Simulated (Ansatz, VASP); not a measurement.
**SiC in VASP and in Ansatz**

```xyz
2
Lattice="0.0143 2.1823 2.1680 2.1823 0.0143 2.1680 2.1966 2.1966 0.0000" Properties=species:S:1:pos:R:3 pbc="T T T"
Si    0.0000    0.0000    0.0029
C     1.0983    1.0983    1.0811
```

Change from the starting cell: strained cell.

Alike in both runs: functional PBE; k mesh 10 × 10 × 10; occupations gaussian, width 0.02 eV; no spin polarisation.

Ansatz relaxed the structure, and its values are those at the end. VASP's run is a single point on that final structure, the one shown.

```csv
,VASP,Ansatz
version,VASP 6.6.1,Ansatz 0.2.0
potentials or method,"VASP PAW PBE potentials, release 64 (Si, C)","scalar-relativistic, plane waves, PAW"
plane-wave cutoff (eV),520,420
valence electrons in the cell,8,8
```

```csv
,VASP,Ansatz,Ansatz less VASP
gap on the k mesh at the Fermi level (eV),1.26,1.26,+0.003
least direct gap on the mesh (eV),4.43,4.43,+0.009
pressure (GPa),3.7,3.8,+0.06
```

The functional is the same, so the differences come from potentials, cutoffs and numerics. Ansatz warned: «stress_scf_threshold_loose».

A k mesh can miss the band edges.
